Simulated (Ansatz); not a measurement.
The system is KI.

```xyz
2
Lattice="0.0000 3.5328 3.5328 3.5328 0.0000 3.5328 3.5328 3.5328 0.0000" Properties=species:S:1:pos:R:3 pbc="T T T"
I     3.5328    3.5328    3.5328
K     0.0000    0.0000    0.0000
```

```yaml
Program: Ansatz 0.2.0
Task: relaxation of cell and atoms
Functional: LDA
Potentials_or_basis: all-electron LAPW, scalar-relativistic
Basis_error_allowed: 0.001 eV/atom
k_mesh: 7 × 7 × 7
Occupations: fermi-dirac, width 0.05 eV
Spin: no spin polarisation
```

At the start: volume 44.09 Å³/atom.

Question: Where does the relaxation end?

Answer: Over 5 steps the energy falls by 20.3 meV/atom and the volume is 39.71 Å³/atom (-9.9 %); space group Fm-3m (No. 225, to 0.05 Å).

The path:
```csv
step,energy change (eV),largest force (eV/Å),volume (Å³)
1,0.0000,0.0000,88.18
2,-0.0256,0.0000,84.46
3,-0.0396,0.0000,77.95
4,-0.0407,0.0000,79.41
5,-0.0407,0.0000,79.41
```

Final structure:
```
I K
1.0
     0.00000    3.41158    3.41158
     3.41158    0.00000    3.41158
     3.41158    3.41158    0.00000
I K
1 1
Cartesian
  3.4116 3.4116 3.4116
  0.0000 0.0000 0.0000
```
